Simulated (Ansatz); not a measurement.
# FeGe (rocksalt type): the cost of one run

Program: Ansatz 0.2.0. Level of theory: DFT PBE, with the methods named in each step. These are calculated values, not measurements.

2 further runs of the same task are left out: 1 that didn't finish, 1 set aside as unsound or not needed.

## 1. Starting point

The structure is cubic, space group Fm-3m (No. 225). The conventional cell has a = 4.798 Å, b = 4.798 Å, c = 4.798 Å, α = 90.00°, β = 90.00°, γ = 90.00°. Around Fe (site symmetry m-3m) lie 6 Ge at 2.40 Å. Ge (site symmetry m-3m) is surrounded by 6 Fe at 2.40 Å.

Structure file:

```cif
data_structure
_symmetry_space_group_name_H-M 'P 1'
_symmetry_Int_Tables_number 1
_cell_length_a 3.3929
_cell_length_b 3.3929
_cell_length_c 3.3929
_cell_angle_alpha 60.000
_cell_angle_beta 60.000
_cell_angle_gamma 60.000
_cell_volume 27.62
loop_
_atom_site_label
_atom_site_type_symbol
_atom_site_fract_x
_atom_site_fract_y
_atom_site_fract_z
_atom_site_occupancy
Fe1 Fe 0.00000 0.00000 0.00000 1
Ge1 Ge 0.50000 0.50000 0.50000 1
```

Whether this phase is the stable one at these pressures isn't tested.

Atoms are numbered in the order of the input: Fe1, Ge2.

## 2. Cell relaxed at zero pressure, PAW

input.yaml

```yaml
crystal:
  lattice:
    - [0.0, 2.399126053, 2.399126053]
    - [2.399126053, 0.0, 2.399126053]
    - [2.399126053, 2.399126053, 0.0]
  atoms:
    - { symbol: Fe, position: [0.0, 0.0, 0.0], spin: 2.5 }
    - { symbol: Ge, position: [0.5, 0.5, 0.5] }
magnetization:
  spin_polarized: true
kpoints:
  mp_grid: { grid: [14, 14, 14] }
scf:
  occupations: { method: fermi_dirac, width: 0.08 }
hamiltonian:
  xc: pbe
  pseudopotentials: { kind: paw }
output:
  forces: true
  stress: true
relax:
  f_tol: 0.005
  max_steps: 40
  cell: {}
```

Command:

```console
$ ansatz run input.yaml --threads 1 --pin off --max-ram 3072MiB --backend cpu --events-out ev --progress --plain --runs-dir out
```

**Question.** How long does this run take on 1 thread of Arm Neoverse V1, shared host, and how much memory does it need?

About 61 s, with a peak of 0.4 GiB.
